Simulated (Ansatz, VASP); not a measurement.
## One calculation of KCl, two programs

INCAR

```
PREC = Accurate
ENCUT = 520
EDIFF = 1E-6
ISMEAR = -1
SIGMA = 0.03
LREAL = False
LASPH = True
NELM = 100
ALGO = Normal
ISIF = 2
LWAVE = False
LCHARG = False
GGA = PE
NBANDS = 15
```

File KPOINTS:

```
regular mesh
0
Gamma
  7 7 7
```

The input POSCAR:

```
KCl
1.0
    0.0000000000      3.0929780000      3.1561000000
    3.0929780000      0.0000000000      3.1561000000
    3.0929780000      3.0929780000      0.0000000000
K Cl
1 1
Direct
    0.0000000000      0.0000000000      0.0000000000
    0.5000000000      0.5000000000      0.5000000000
```

Input for Ansatz:

```yaml
crystal:
  lattice:
    - [0.0, 3.092978, 3.1561]
    - [3.092978, 0.0, 3.1561]
    - [3.092978, 3.092978, 0.0]
  atoms:
    - { symbol: K, position: [0.0, 0.0, 0.0] }
    - { symbol: Cl, position: [0.5, 0.5, 0.5] }
kpoints:
  mp_grid: { grid: [7, 7, 7] }
  band_path:
    path:
      - [0.0, 0.0, 0.0]
      - [0.0, 0.5, 0.5]
      - [0.25, 0.75, 0.5]
      - [0.0, 0.5, 0.0]
      - [0.0, 0.0, 0.0]
      - [0.5, 0.5, 0.0]
      - [0.37005, 0.62995, 0.0]
      - [-0.37005, 0.37005, 0.0]
      - [0.0, 0.0, 0.0]
    npoints: 5
scf:
  occupations: { method: fermi_dirac, width: 0.03 }
hamiltonian:
  xc: pbe
  pseudopotentials: { kind: all_electron, lapw: { basis_error: 0.001 } }
output:
  forces: true
  stress: true
  eigenvalues: true
```

Change from the starting cell: equal xx and yy strain of -2 %.

Alike in both runs: task single point; functional PBE; k mesh 7 × 7 × 7; occupations fermi-dirac, width 0.03 eV; no spin polarisation.

|  | VASP | Ansatz |
| --- | --- | --- |
| version | VASP 6.6.1 | Ansatz 0.2.0 |
| potentials or method | VASP PAW PBE potentials, release 64 (K_sv, Cl) | all-electron LAPW, scalar-relativistic |
| plane-wave cutoff (eV) | 520 | see its input |

VASP gave:

* gap on the k mesh at the Fermi level (eV): 5.29
* pressure (GPa): 1.5
* largest component of the traceless stress (GPa): 0.59

Q: What did Ansatz give for the same quantities?

A: gap on the k mesh at the Fermi level (eV): 5.29; pressure (GPa): 1.4; largest component of the traceless stress (GPa): 0.57.

Ansatz ran all-electron here, so the differences hold the error of VASP's frozen core and of both bases.

Caveats: an odd mesh through Γ misses points on the zone boundary, where band edges often lie.
